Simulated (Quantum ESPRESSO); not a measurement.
# SnO (P4/nmm) in Quantum ESPRESSO: a series of runs, part 3 of 4

Quantum ESPRESSO 7.5.

**4. Dielectric tensor, LDA**

pw.in reads:

```
&CONTROL
  calculation = 'scf'
  prefix = 'pwscf'
  outdir = './tmp'
  pseudo_dir = './pseudo'
  tprnfor = .true.
  tstress = .true.
  disk_io = 'low'
/
&SYSTEM
  ibrav = 0
  celldm(1) = 8
  nat = 4
  ntyp = 2
  ecutwfc = 84
  nbnd = 28
  occupations = 'smearing'
  smearing = 'fd'
  degauss = 0.00367493
/
&ELECTRONS
  conv_thr = 8d-10
  electron_maxstep = 120
  mixing_beta = 0.5
/
ATOMIC_SPECIES
Sn   118.7100 Sn.upf
O     15.9990 O.upf
CELL_PARAMETERS alat
  0.9008549360743   0.0000000000000   0.0000000000000
  0.0000000000000   0.9008549360743   0.0000000000000
  0.0000000000000   0.0000000000000   1.1543659664739
ATOMIC_POSITIONS crystal
Sn     0.5000000000    0.0000000000    0.7646261400
Sn     0.0000000000    0.5000000000    0.2353738600
O      0.0000000000    0.0000000000    0.0000000000
O      0.5000000000    0.5000000000    0.0000000000
K_POINTS automatic
6 6 4 1 1 1
```

gamma.in reads:

```
&CONTROL
  calculation = 'bands'
  prefix = 'pwscf'
  outdir = './tmp'
  pseudo_dir = './pseudo'
  disk_io = 'low'
  verbosity = 'high'
/
&SYSTEM
  ibrav = 0
  celldm(1) = 8
  nat = 4
  ntyp = 2
  ecutwfc = 84
  nbnd = 28
  occupations = 'smearing'
  smearing = 'fd'
  degauss = 0.00367493
/
&ELECTRONS
  conv_thr = 1d-08
  electron_maxstep = 120
  mixing_beta = 0.5
  diago_full_acc = .true.
  startingwfc = 'random'
/
ATOMIC_SPECIES
Sn   118.7100 Sn.upf
O     15.9990 O.upf
CELL_PARAMETERS alat
  0.9008549360743   0.0000000000000   0.0000000000000
  0.0000000000000   0.9008549360743   0.0000000000000
  0.0000000000000   0.0000000000000   1.1543659664739
ATOMIC_POSITIONS crystal
Sn     0.5000000000    0.0000000000    0.7646261400
Sn     0.0000000000    0.5000000000    0.2353738600
O      0.0000000000    0.0000000000    0.0000000000
O      0.5000000000    0.5000000000    0.0000000000
K_POINTS crystal
1
0.0 0.0 0.0 1
```

scf2.in reads:

```
&CONTROL
  calculation = 'scf'
  prefix = 'pwscf'
  outdir = './tmp'
  pseudo_dir = './pseudo'
  tprnfor = .true.
  tstress = .true.
  disk_io = 'low'
/
&SYSTEM
  ibrav = 0
  celldm(1) = 8
  nat = 4
  ntyp = 2
  ecutwfc = 84
  nbnd = 28
  occupations = 'fixed'
/
&ELECTRONS
  conv_thr = 1d-13
  electron_maxstep = 120
  mixing_beta = 0.5
  startingpot = 'file'
/
ATOMIC_SPECIES
Sn   118.7100 Sn.upf
O     15.9990 O.upf
CELL_PARAMETERS alat
  0.9008549360743   0.0000000000000   0.0000000000000
  0.0000000000000   0.9008549360743   0.0000000000000
  0.0000000000000   0.0000000000000   1.1543659664739
ATOMIC_POSITIONS crystal
Sn     0.5000000000    0.0000000000    0.7646261400
Sn     0.0000000000    0.5000000000    0.2353738600
O      0.0000000000    0.0000000000    0.0000000000
O      0.5000000000    0.5000000000    0.0000000000
K_POINTS automatic
6 6 4 1 1 1
```

ph.in reads:

```
dielectric of SnO
&INPUTPH
  prefix = 'pwscf'
  outdir = './tmp'
  tr2_ph = 1d-18
  fildyn = 'dyn'
  niter_ph = 90
  alpha_mix(1) = 0.7
  epsil = .true.
  trans = .false.
  zeu = .true.
/
0.0000000000 0.0000000000 0.0000000000
```

Potentials or basis: PseudoDojo 0.4.1 SR LDA standard.

Started as:

```console
OMP_NUM_THREADS=1 pw.x -in pw.in > pw.out
OMP_NUM_THREADS=1 pw.x -in gamma.in > gamma.out
OMP_NUM_THREADS=1 pw.x -in scf2.in > scf2.out
OMP_NUM_THREADS=1 ph.x -in ph.in > ph.out
```

pw.out:

```text
This program is part of the open-source Quantum ESPRESSO suite
     for quantum simulation of materials; please cite
[... 9 lines left out ...]
     --------------------
     sticks:   dense  smooth     PW     G-vecs:    dense   smooth      PW
     Sum        1389    1389    385                49833    49833    7485

     Using Slab Decomposition

     bravais-lattice index     =            0
     lattice parameter (alat)  =       8.0000  a.u.
     unit-cell volume          =     479.6486 (a.u.)^3
     number of atoms/cell      =            4
     number of atomic types    =            2
     number of electrons       =        40.00
     number of Kohn-Sham states=           28
     kinetic-energy cutoff     =      84.0000  Ry
     charge density cutoff     =     336.0000  Ry
     scf convergence threshold =      8.0E-10
     mixing beta               =       0.5000
     number of iterations used =            8  plain     mixing
     Exchange-correlation= SLA  PW   NOGX NOGC
                           (   1   4   0   0   0   0   0)

     celldm(1)=   8.000000  celldm(2)=   0.000000  celldm(3)=   0.000000
     celldm(4)=   0.000000  celldm(5)=   0.000000  celldm(6)=   0.000000

     crystal axes: (cart. coord. in units of alat)
               a(1) = (   0.900855   0.000000   0.000000 )
               a(2) = (   0.000000   0.900855   0.000000 )
               a(3) = (   0.000000   0.000000   1.154366 )

     reciprocal axes: (cart. coord. in units 2 pi/alat)
               b(1) = (  1.110057  0.000000  0.000000 )
               b(2) = (  0.000000  1.110057  0.000000 )
               b(3) = (  0.000000  0.000000  0.866276 )

     PseudoPot. # 1 for Sn read from file:
     Sn.upf
     Pseudo is Norm-conserving + core correction, Zval = 14.0
     Generated using ONCVPSP code by D. R. Hamann
     Using radial grid of 1608 points,  6 beta functions with:
                l(1) =   0
                l(2) =   0
                l(3) =   1
                l(4) =   1
                l(5) =   2
                l(6) =   2

     PseudoPot. # 2 for O  read from file:
     O.upf
     Pseudo is Norm-conserving + core correction, Zval =  6.0
     Generated using ONCVPSP code by D. R. Hamann
     Using radial grid of  926 points,  5 beta functions with:
                l(1) =   0
                l(2) =   0
                l(3) =   1
                l(4) =   1
                l(5) =   2

     atomic species   valence    mass     pseudopotential
     Sn               14.00   118.71000     Sn( 1.00)
     O                 6.00    15.99900     O ( 1.00)

     16 Sym. Ops., with inversion, found ( 8 have fractional translation)

   Cartesian axes

     site n.     atom                  positions (alat units)
         1        Sn     tau(   1) = (   0.4504275   0.0000000   0.8826584  )
         2        Sn     tau(   2) = (   0.0000000   0.4504275   0.2717076  )
         3        O      tau(   3) = (   0.0000000   0.0000000   0.0000000  )
         4        O      tau(   4) = (   0.4504275   0.4504275   0.0000000  )

     number of k points=    12  Fermi-Dirac smearing, width (Ry)=  0.0037
                       cart. coord. in units 2pi/alat
        k(    1) = (   0.0925047   0.0925047   0.1082846), wk =   0.1111111
        k(    2) = (   0.0925047   0.0925047   0.3248537), wk =   0.1111111
        k(    3) = (   0.0925047   0.2775142   0.1082846), wk =   0.2222222
        k(    4) = (   0.0925047   0.2775142   0.3248537), wk =   0.2222222
        k(    5) = (   0.0925047   0.4625236   0.1082846), wk =   0.2222222
        k(    6) = (   0.0925047   0.4625236   0.3248537), wk =   0.2222222
        k(    7) = (   0.2775142   0.2775142   0.1082846), wk =   0.1111111
        k(    8) = (   0.2775142   0.2775142   0.3248537), wk =   0.1111111
        k(    9) = (   0.2775142   0.4625236   0.1082846), wk =   0.2222222
        k(   10) = (   0.2775142   0.4625236   0.3248537), wk =   0.2222222
        k(   11) = (   0.4625236   0.4625236   0.1082846), wk =   0.1111111
        k(   12) = (   0.4625236   0.4625236   0.3248537), wk =   0.1111111

     Dense  grid:    49833 G-vectors     FFT dimensions: (  48,  48,  54)

     Initial potential from superposition of free atoms

     starting charge      39.9975, renormalised to      40.0000
     Starting wfcs are   26 randomized atomic wfcs +    2 random wfcs

     Self-consistent Calculation

     iteration #  1     ecut=    84.00 Ry     beta= 0.50
     Davidson diagonalization with overlap
     ethr =  1.00E-02,  avg # of iterations =  5.1

     total energy              =    -379.99779016 Ry
     estimated scf accuracy    <       1.03442883 Ry
[... 57 lines left out ...]
     iteration # 10     ecut=    84.00 Ry     beta= 0.50
     Davidson diagonalization with overlap
     ethr =  1.91E-11,  avg # of iterations =  2.2

     End of self-consistent calculation

          k = 0.0925 0.0925 0.1083 (  6232 PWs)   bands (ev):

   -12.1932 -11.7978 -11.7915 -11.7825 -11.7507 -11.7399 -11.7304 -11.6866
   -11.6747 -11.6746 -10.1444  -7.5854   1.4741   3.1686   3.5855   3.6705
     5.9814   6.1471   6.5745   9.4283  11.7935  13.1408  13.4039  14.3742
    15.4504  15.5982  16.8233  17.8555
[... 73 lines left out ...]
   -12.1415 -12.1225 -11.7560 -11.7486 -11.7290 -11.7253 -11.6922 -11.6922
   -11.6730 -11.6701  -8.5831  -8.3902   0.6206   0.8225   3.8167   4.2199
     6.8156   7.1137   7.1163   7.2593  11.5633  11.5944  13.5347  14.3555
    14.9264  15.7829  18.7386  18.9135

     the Fermi energy is     9.8462 ev

!    total energy              =    -380.40887667 Ry
     estimated scf accuracy    <          9.7E-11 Ry
     smearing contrib. (-TS)   =      -0.00000179 Ry
     internal energy E=F+TS    =    -380.40887488 Ry

     The total energy is F=E-TS. E is the sum of the following terms:
     one-electron contribution =    -140.52425810 Ry
     hartree contribution      =      97.59256578 Ry
     xc contribution           =    -103.35765217 Ry
     ewald contribution        =    -234.11953040 Ry

     convergence has been achieved in  10 iterations

     Forces acting on atoms (cartesian axes, Ry/au):

     atom    1 type  1   force =     0.00000000    0.00000000    0.00750517
     atom    2 type  1   force =     0.00000000    0.00000000   -0.00750517
     atom    3 type  2   force =     0.00000000    0.00000000    0.00000000
     atom    4 type  2   force =     0.00000000    0.00000000    0.00000000

     Total force =     0.010614     Total SCF correction =     0.000057

     Computing stress (Cartesian axis) and pressure

          total   stress  (Ry/bohr**3)                   (kbar)     P=      -30.57
  -0.00021430   0.00000000   0.00000000          -31.52        0.00        0.00
   0.00000000  -0.00021430   0.00000000            0.00      -31.52        0.00
   0.00000000   0.00000000  -0.00019485            0.00        0.00      -28.66

=------------------------------------------------------------------------------=
   JOB DONE.
=------------------------------------------------------------------------------=
```

scf2.out:

```text
This program is part of the open-source Quantum ESPRESSO suite
     for quantum simulation of materials; please cite
[... 9 lines left out ...]
     --------------------
     sticks:   dense  smooth     PW     G-vecs:    dense   smooth      PW
     Sum        1389    1389    385                49833    49833    7485
[... 268 lines left out ...]
  -0.00021434   0.00000000   0.00000000          -31.53        0.00        0.00
   0.00000000  -0.00021434   0.00000000            0.00      -31.53        0.00
   0.00000000   0.00000000  -0.00019486            0.00        0.00      -28.66

=------------------------------------------------------------------------------=
   JOB DONE.
=------------------------------------------------------------------------------=
```

Run time: 14 min. Hardware: 1 thread of Intel Xeon at 2.50GHz (Skylake/Cascade Lake), shared host; peak memory 0.13 GiB.

Results:

| Quantity | Value |
| --- | --- |
| Free energy | -5175.7264 eV |
| Pressure | -3.1 GPa |
| Largest force | 0.193 eV/Å |
| Electronic dielectric tensor (diagonal) | 8.01, 8.01, 7.07 |
| Born charges (mean of the diagonal) | Sn +3.01; O -3.01 e |

Forces on the atoms (eV/Å):
```
Sn   0.000  0.000  0.193
Sn   0.000  0.000 -0.193
O    0.000  0.000  0.000
O    0.000  0.000  0.000
```

Levels at points of the mesh, in eV from the valence-band top:
| k point | band 16 | band 17 | band 18 | band 19 | band 20 | band 21 | band 22 | band 23 | band 24 | band 25 |
| --- | --- | --- | --- | --- | --- | --- | --- | --- | --- | --- |
| (0.08, 0.08, 0.12) | -5.76 | -3.45 | -3.28 | -2.85 | 0.00 | 2.37 | 3.71 | 3.98 | 4.95 | 6.02 |

Electronic dielectric tensor:
```
8.01 0.00 0.00
0.00 8.01 0.00
0.00 0.00 7.07
```

Born effective charge tensors (e):
atom 1, Sn
```
3.08 0.00 0.00
0.00 3.08 0.00
0.00 0.00 2.88
```
atom 2, Sn
```
3.08 0.00 0.00
0.00 3.08 0.00
0.00 0.00 2.88
```
atom 3, O
```
-3.08  0.00  0.00
 0.00 -3.08  0.00
 0.00  0.00 -2.88
```
atom 4, O
```
-3.08  0.00  0.00
 0.00 -3.08  0.00
 0.00  0.00 -2.88
```

Caveat: the mesh is thin for the dielectric tensor, Born charges and intensities, which usually come out too large; the cell is more than 3 GPa from zero pressure, which shifts response properties.

**5. Dielectric tensor, PBE**

pw.in is that of step 4.

gamma.in is that of step 4.

scf2.in is that of step 4.

ph.in is that of step 4.

Potentials or basis: PseudoDojo 0.4.1 SR PBE standard.

Started as:

```console
OMP_NUM_THREADS=1 pw.x -in pw.in > pw.out
OMP_NUM_THREADS=1 pw.x -in gamma.in > gamma.out
OMP_NUM_THREADS=1 pw.x -in scf2.in > scf2.out
OMP_NUM_THREADS=1 ph.x -in ph.in > ph.out
```

pw.out:

```text
This program is part of the open-source Quantum ESPRESSO suite
     for quantum simulation of materials; please cite
[... 9 lines left out ...]
     --------------------
     sticks:   dense  smooth     PW     G-vecs:    dense   smooth      PW
     Sum        1389    1389    385                49833    49833    7485

     Using Slab Decomposition

     bravais-lattice index     =            0
     lattice parameter (alat)  =       8.0000  a.u.
     unit-cell volume          =     479.6486 (a.u.)^3
     number of atoms/cell      =            4
     number of atomic types    =            2
     number of electrons       =        40.00
     number of Kohn-Sham states=           28
     kinetic-energy cutoff     =      84.0000  Ry
     charge density cutoff     =     336.0000  Ry
     scf convergence threshold =      8.0E-10
     mixing beta               =       0.5000
     number of iterations used =            8  plain     mixing
     Exchange-correlation= PBE
                           (   1   4   3   4   0   0   0)

     celldm(1)=   8.000000  celldm(2)=   0.000000  celldm(3)=   0.000000
     celldm(4)=   0.000000  celldm(5)=   0.000000  celldm(6)=   0.000000

     crystal axes: (cart. coord. in units of alat)
               a(1) = (   0.900855   0.000000   0.000000 )
               a(2) = (   0.000000   0.900855   0.000000 )
               a(3) = (   0.000000   0.000000   1.154366 )

     reciprocal axes: (cart. coord. in units 2 pi/alat)
               b(1) = (  1.110057  0.000000  0.000000 )
               b(2) = (  0.000000  1.110057  0.000000 )
               b(3) = (  0.000000  0.000000  0.866276 )

     PseudoPot. # 1 for Sn read from file:
     Sn.upf
     Pseudo is Norm-conserving + core correction, Zval = 14.0
     Generated using ONCVPSP code by D. R. Hamann
     Using radial grid of 1628 points,  6 beta functions with:
                l(1) =   0
                l(2) =   0
                l(3) =   1
                l(4) =   1
                l(5) =   2
                l(6) =   2

     PseudoPot. # 2 for O  read from file:
     O.upf
     Pseudo is Norm-conserving + core correction, Zval =  6.0
     Generated using ONCVPSP code by D. R. Hamann
     Using radial grid of  936 points,  5 beta functions with:
                l(1) =   0
                l(2) =   0
                l(3) =   1
                l(4) =   1
                l(5) =   2

     atomic species   valence    mass     pseudopotential
     Sn               14.00   118.71000     Sn( 1.00)
     O                 6.00    15.99900     O ( 1.00)

     16 Sym. Ops., with inversion, found ( 8 have fractional translation)

   Cartesian axes

     site n.     atom                  positions (alat units)
         1        Sn     tau(   1) = (   0.4504275   0.0000000   0.8826584  )
         2        Sn     tau(   2) = (   0.0000000   0.4504275   0.2717076  )
         3        O      tau(   3) = (   0.0000000   0.0000000   0.0000000  )
         4        O      tau(   4) = (   0.4504275   0.4504275   0.0000000  )

     number of k points=    12  Fermi-Dirac smearing, width (Ry)=  0.0037
                       cart. coord. in units 2pi/alat
        k(    1) = (   0.0925047   0.0925047   0.1082846), wk =   0.1111111
        k(    2) = (   0.0925047   0.0925047   0.3248537), wk =   0.1111111
        k(    3) = (   0.0925047   0.2775142   0.1082846), wk =   0.2222222
        k(    4) = (   0.0925047   0.2775142   0.3248537), wk =   0.2222222
        k(    5) = (   0.0925047   0.4625236   0.1082846), wk =   0.2222222
        k(    6) = (   0.0925047   0.4625236   0.3248537), wk =   0.2222222
        k(    7) = (   0.2775142   0.2775142   0.1082846), wk =   0.1111111
        k(    8) = (   0.2775142   0.2775142   0.3248537), wk =   0.1111111
        k(    9) = (   0.2775142   0.4625236   0.1082846), wk =   0.2222222
        k(   10) = (   0.2775142   0.4625236   0.3248537), wk =   0.2222222
        k(   11) = (   0.4625236   0.4625236   0.1082846), wk =   0.1111111
        k(   12) = (   0.4625236   0.4625236   0.3248537), wk =   0.1111111

     Dense  grid:    49833 G-vectors     FFT dimensions: (  48,  48,  54)

     Initial potential from superposition of free atoms

     starting charge      39.9969, renormalised to      40.0000
     Starting wfcs are   26 randomized atomic wfcs +    2 random wfcs

     Self-consistent Calculation

     iteration #  1     ecut=    84.00 Ry     beta= 0.50
     Davidson diagonalization with overlap
     ethr =  1.00E-02,  avg # of iterations =  5.3

     total energy              =    -381.00119876 Ry
     estimated scf accuracy    <       1.08400811 Ry
[... 57 lines left out ...]
     iteration # 10     ecut=    84.00 Ry     beta= 0.50
     Davidson diagonalization with overlap
     ethr =  1.21E-11,  avg # of iterations =  3.3

     End of self-consistent calculation

          k = 0.0925 0.0925 0.1083 (  6232 PWs)   bands (ev):

   -11.9849 -11.5780 -11.5723 -11.5651 -11.5393 -11.5273 -11.5215 -11.4805
   -11.4636 -11.4595 -10.0149  -7.5667   1.9471   3.5841   3.9989   4.0824
     6.3584   6.5311   6.9486   9.8763  12.2881  13.6247  13.8234  14.9159
    15.9557  16.1225  17.2438  18.2589
[... 73 lines left out ...]
   -11.9314 -11.9121 -11.5457 -11.5396 -11.5138 -11.5102 -11.4784 -11.4771
   -11.4630 -11.4602  -8.5175  -8.3354   1.1172   1.3111   4.2370   4.6339
     7.1846   7.4810   7.5368   7.6761  11.9496  12.0072  13.9865  14.8278
    15.4232  16.2842  19.2954  19.4757

     the Fermi energy is    10.2667 ev

!    total energy              =    -381.42468254 Ry
     estimated scf accuracy    <          2.1E-10 Ry
     smearing contrib. (-TS)   =      -0.00000293 Ry
     internal energy E=F+TS    =    -381.42467962 Ry

     The total energy is F=E-TS. E is the sum of the following terms:
     one-electron contribution =    -140.27859741 Ry
     hartree contribution      =      98.00416554 Ry
     xc contribution           =    -105.03071735 Ry
     ewald contribution        =    -234.11953040 Ry

     convergence has been achieved in  10 iterations

     Forces acting on atoms (cartesian axes, Ry/au):

     atom    1 type  1   force =     0.00000000    0.00000000   -0.01759974
     atom    2 type  1   force =     0.00000000    0.00000000    0.01759974
     atom    3 type  2   force =     0.00000000    0.00000000    0.00000000
     atom    4 type  2   force =     0.00000000    0.00000000    0.00000000

     Total force =     0.024890     Total SCF correction =     0.000040

     Computing stress (Cartesian axis) and pressure

          total   stress  (Ry/bohr**3)                   (kbar)     P=       40.95
   0.00030652   0.00000000   0.00000000           45.09        0.00        0.00
   0.00000000   0.00030652   0.00000000            0.00       45.09        0.00
   0.00000000   0.00000000   0.00022217            0.00        0.00       32.68

=------------------------------------------------------------------------------=
   JOB DONE.
=------------------------------------------------------------------------------=
```

gamma.out:

```text
This program is part of the open-source Quantum ESPRESSO suite
     for quantum simulation of materials; please cite
         "P. Giannozzi et al., J. Phys.:Condens. Matter 21 395502 (2009);
         "P. Giannozzi et al., J. Phys.:Condens. Matter 29 465901 (2017);
         "P. Giannozzi et al., J. Chem. Phys. 152 154105 (2020);
     in publications or presentations arising from this work. More details at
[... 270 lines left out ...]
   -11.4569 -11.4569 -10.1396  -7.5002   2.3622   3.4050   3.7878   3.7878
     6.5532   6.8576   6.8576  10.0110  12.0767  14.3134  14.7224  14.7224
    15.6922  15.6922  16.7919  17.2782

=------------------------------------------------------------------------------=
   JOB DONE.
=------------------------------------------------------------------------------=
```

Wall time 15 min (1 thread of Intel Xeon at 2.50GHz (Skylake/Cascade Lake), shared host); peak memory 0.13 GiB.

Results:

```yaml
Free_energy: -5189.5472 eV
Pressure: 4.1 GPa
Largest_force: 0.452 eV/Å
Electronic_dielectric_tensor_diagonal: 8.13, 8.13, 7.05
Born_charges_mean_of_the_diagonal: Sn +3.03; O -3.03 e
```

Forces on the atoms (eV/Å):
```
Sn   0.000  0.000 -0.452
Sn   0.000  0.000  0.452
O    0.000  0.000  0.000
O    0.000  0.000  0.000
```

Electronic dielectric tensor:
```
8.13 0.00 0.00
0.00 8.13 0.00
0.00 0.00 7.05
```

Born effective charge tensors (e):
atom 1, Sn
```
3.09 0.00 0.00
0.00 3.09 0.00
0.00 0.00 2.92
```
atom 2, Sn
```
3.09 0.00 0.00
0.00 3.09 0.00
0.00 0.00 2.92
```
atom 3, O
```
-3.09  0.00  0.00
 0.00 -3.09  0.00
 0.00  0.00 -2.91
```
atom 4, O
```
-3.09  0.00  0.00
 0.00 -3.09  0.00
 0.00  0.00 -2.91
```

Caveat: the mesh is thin for the dielectric tensor, Born charges and intensities, which usually come out too large; the cell is more than 3 GPa from zero pressure, which shifts response properties.

(Continued in part 4 of 4.)
